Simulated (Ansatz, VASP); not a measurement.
## One calculation of CaO, two programs

```
CELL_PARAMETERS angstrom
0.00000 2.60673 2.60673
2.60673 0.00000 2.60673
2.60673 2.60673 0.00000
ATOMIC_POSITIONS crystal
Ca 0.00000 0.00000 0.00000
O 0.25000 0.25000 0.25000
```

The cell was built by a generator and needn't be a form met in nature.

Alike in both runs: task single point; functional PBE; k mesh 8 × 8 × 8; occupations fermi-dirac, width 0.02 eV; no spin polarisation.

|  | VASP | Ansatz |
| --- | --- | --- |
| version | VASP 6.6.1 | Ansatz 0.2.0 |
| potentials or method | VASP PAW PBE potentials, release 64 (Ca_sv, O) | plane waves, PAW |
| plane-wave cutoff (eV) | 520 | 420 |
| valence electrons in the cell | 16 | 16 |

|  | VASP | Ansatz | Ansatz less VASP |
| --- | --- | --- | --- |
| gap on the k mesh at the Fermi level (eV) | 3.33 | 3.33 | +0.007 |
| pressure (GPa) | 1.8 | 1.4 | -0.48 |

A k mesh can miss the band edges. A hybrid or GW would open this gap; PBE tends to underestimate it.
